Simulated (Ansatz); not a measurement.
Wanted: the native input for an Ansatz 0.2.0 run.

| Quantity | Value |
| --- | --- |
| Task | band structure |
| Functional | PBE |
| Potentials or basis | Ansatz PAW |
| Cutoff | 420 eV (not typed: the program's choice for these potentials) |
| k mesh | 8 × 8 × 8 |
| Occupations | fermi-dirac, width 0.05 eV |
| Spin | no spin polarisation |
| Path | [["G", "X", "W", "K", "G", "L", "U", "W", "L", "K"], ["U", "X"]] |
| Points for each segment of the path | 14 |

Crystal: Si.

```xyz
2
Lattice="0.0000 2.7219 2.7219 2.7219 0.0000 2.7219 2.7219 2.7219 0.0000" Properties=species:S:1:pos:R:3 pbc="T T T"
Si    2.7219    2.7219    2.7219
Si    4.0828    4.0828    4.0828
```

The input as run:

input.yaml

```yaml
crystal:
  lattice:
    - [0.0, 2.7218511865, 2.7218511865]
    - [2.7218511865, 0.0, 2.7218511865]
    - [2.7218511865, 2.7218511865, 0.0]
  atoms:
    - { symbol: Si, position: [0.5, 0.5, 0.5] }
    - { symbol: Si, position: [0.75, 0.75, 0.75] }
hamiltonian:
  xc: pbe
  pseudopotentials: { kind: paw }
kpoints:
  mp_grid: { grid: [8, 8, 8] }
  band_path:
    path:
      - [[0.0, 0.0, 0.0], [0.5, 0.0, 0.5], [0.5, 0.25, 0.75], [0.375, 0.375, 0.75], [0.0, 0.0, 0.0], [0.5, 0.5, 0.5], [0.625, 0.25, 0.625], [0.5, 0.25, 0.75], [0.5, 0.5, 0.5], [0.375, 0.375, 0.75]]
      - [[0.625, 0.25, 0.625], [0.5, 0.0, 0.5]]
    npoints: 14
scf:
  occupations: { method: fermi_dirac, width: 0.05 }
  n_extra_bands: 6
output:
  forces: true
  stress: true
  eigenvalues: true
  fatbands: true
```

Potentials or basis: Ansatz PAW.

Launch:

```console
$ ansatz run input.yaml --threads 2 --pin off --max-ram 5120MiB --backend cpu --events-out ev --progress --plain --runs-dir out
```

Results of the run:

| Item | Value |
| --- | --- |
| Pressure | 1.3 GPa |
| Band gap on the k mesh | 0.63 eV, indirect (least direct gap 2.56 eV) |
| Band gap along the path | 0.58 eV, indirect (least direct gap 2.56 eV) |

It took 0.54 s on 2 threads of AMD EPYC 9B45 (Zen 5) (shared host), peak memory 0.35 GiB.
